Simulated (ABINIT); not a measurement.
Runs of ABINIT 10.8.3 (patched build) on TePb. It takes space group Fm-3m (No. 225, cubic). Conventional cell: a = 6.462 Å, b = 6.462 Å, c = 6.462 Å, α = 90.00°, β = 90.00°, γ = 90.00°. Pb (site symmetry m-3m) has 6 Te at 3.23 Å as nearest neighbours. Te (site symmetry m-3m) is surrounded by 6 Pb at 3.23 Å. 

| task | level | potentials or basis | spin | k mesh | cutoff (eV) | fine-grid cutoff | mesh quality | pressure (GPa) |
| --- | --- | --- | --- | --- | --- | --- | --- | --- |
| band structure | AM05 | JTH PAW PBE v2.0 sp | off | 7 × 7 × 7 | 408 | 816.342 eV | not flagged | 0.1 |
| band structure | revPBE | JTH PAW PBE v2.0 sp | off | 7 × 7 × 7 | 408 | 816.342 eV | not flagged | 3.2 |
| band structure | rSCAN | JTH PAW PBE v2.0 sp | off | 7 × 7 × 7 | 490 | 979.61 eV | not flagged | (a) |
| band structure | HCTH407 | JTH PAW PBE v2.0 | SOC, no magnetisation | 7 × 7 × 7 | 599 | 1197.3 eV | not flagged | 4.3 |

Alike in all rows: cell as given; smearing fermi-dirac 0.05 eV.

Task: Fill in the values left out.

Result: (a) 1.6.

Caveats: the PAW data sets were made with another functional, which shifts forces and pressure a little; this set keeps more shells in the core, which shifts pressures and gaps (some runs).

The runs don't all hold the same shells in valence.

Runs at the PBE level aren't shown here.
